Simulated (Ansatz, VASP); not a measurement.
GaSb3 in VASP and in Ansatz

Contents of INCAR:

```
PREC = Accurate
ENCUT = 520
EDIFF = 1E-7
ISMEAR = 0
SIGMA = 0.15
LREAL = F
LASPH = T
NELM = 100
ALGO = Normal
ISIF = 2
LWAVE = F
LCHARG = F
NBANDS = 22
```

File KPOINTS:

```
regular mesh
0
Gamma
  10 10 10
```

POSCAR

```
GaSb3
1.0
    0.0000000000      3.6539208508      3.6539208508
    3.6539208508      0.0000000000      3.6539208508
    3.6539208508      3.6539208508      0.0000000000
Ga Sb
1 3
Direct
    0.0000000000      0.0000000000      0.0000000000
    0.2500000000      0.2500000000      0.2500000000
    0.7500000000      0.7500000000      0.7500000000
    0.5000000000      0.5000000000      0.5000000000
```

Input for Ansatz:

```yaml
crystal:
  lattice:
    - [0.0, 3.6539208508, 3.6539208508]
    - [3.6539208508, 0.0, 3.6539208508]
    - [3.6539208508, 3.6539208508, 0.0]
  atoms:
    - { symbol: Ga, position: [0.0, 0.0, 0.0] }
    - { symbol: Sb, position: [0.25, 0.25, 0.25] }
    - { symbol: Sb, position: [0.75, 0.75, 0.75] }
    - { symbol: Sb, position: [0.5, 0.5, 0.5] }
basis:
  ecutwfc: 420
kpoints:
  mp_grid: { grid: [10, 10, 10] }
hamiltonian:
  xc: lda
  pseudopotentials: { kind: paw, azcp: { folder: soft_1 } }
scf:
  occupations: { method: gaussian, width: 0.15 }
output:
  forces: true
  stress: true
  eigenvalues: true
```

Alike in both runs: task single point; functional LDA; k mesh 10 × 10 × 10; occupations gaussian, width 0.15 eV; no spin polarisation.

|  | VASP | Ansatz |
| --- | --- | --- |
| version | VASP 6.6.1 | Ansatz 0.2.0 |
| potentials or method | VASP PAW LDA potentials, release 64 (Ga_d, Sb) | scalar-relativistic, plane waves, PAW |
| plane-wave cutoff (eV) | 520 | 420 |
| valence electrons in the cell | 28 | 58 |

```tsv
	VASP	Ansatz	Ansatz less VASP
gap on the k mesh at the Fermi level (eV)	none	none	-
pressure (GPa)	-1.5	-1.6	-0.08
```

A gap of «none» marks a metal or a gap that the smearing closes. The two sets of potentials don't hold the same shells in valence. Ansatz warned: «pseudo_functional_mismatch».

The runs have no spin-orbit coupling, so splittings on Sb are missing.
